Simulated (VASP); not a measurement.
Pt: single point with PBE+D3(BJ)

Pt, a slab with vacuum:

```
CELL_PARAMETERS angstrom
5.55589 0.00000 0.00000
-1.38897 2.40577 0.00000
0.00000 0.00000 23.80455
ATOMIC_POSITIONS crystal
Pt 0.33333 0.33333 0.35707
Pt 0.83333 0.33333 0.35707
Pt 0.66667 0.66667 0.45236
Pt 0.16667 0.66667 0.45236
Pt 0.00000 0.00000 0.54700
Pt 0.50000 0.00000 0.54700
Pt 0.33333 0.33333 0.64337
Pt 0.83333 0.33333 0.64337
```

The slab is cut from a database's or a generator's crystal, which needn't be the stable form of the element.

The cell isn't the ideal one: clean slab, lower half held.

```yaml
Program: VASP 6.6.1
Task: single point
Functional: PBE
Dispersion: D3(BJ)
Potentials_or_basis: VASP PAW PBE potentials, release 64 (Pt)
Cutoff: 520 eV
k_mesh: 6 × 12 × 1
Occupations: gaussian, width 0.1 eV
Spin: no spin polarisation
Dipole_correction: yes
Further_INCAR_settings: ALGO = Fast; EDIFF = 1e-06; NBANDS = 50
```

```
Largest force              : 0.186 eV/Å
Band gap on the k mesh     : none (metal or under the smearing width)
Dispersion energy per atom : -0.576 eV
```

Forces on the atoms (eV/Å):
```
Pt   0.000  0.000 -0.169
Pt   0.000  0.000 -0.169
Pt   0.000  0.000  0.186
Pt   0.000  0.000  0.186
Pt   0.000  0.000 -0.008
Pt   0.000  0.000 -0.008
Pt   0.000  0.000 -0.008
Pt   0.000  0.000 -0.008
```

Levels at points of the mesh, in eV from the Fermi level:
| k point | band 38 | band 39 | band 40 | band 41 | band 42 | band 43 |
| --- | --- | --- | --- | --- | --- | --- |
| (0.00, 0.00, 0.00) | -0.11 | 0.00 | 0.00 | 0.10 | 0.28 | 0.57 |
| (0.50, 0.00, 0.00) | -1.24 | -1.04 | -1.04 | -0.52 | -0.52 | 0.07 |
| (0.00, 0.50, 0.00) | 0.57 | 0.61 | 0.61 | 0.97 | 0.97 | 2.42 |
| (0.50, 0.50, 0.00) | 0.07 | 0.32 | 0.32 | 2.05 | 2.05 | 2.59 |

Run time: 11 min on 1 thread of Intel(R) Xeon(R) Platinum 8488C (Sapphire Rapids) (shared host), peak memory 0.6 GiB.

Spin-orbit coupling is left out, which matters for the levels of Pt.
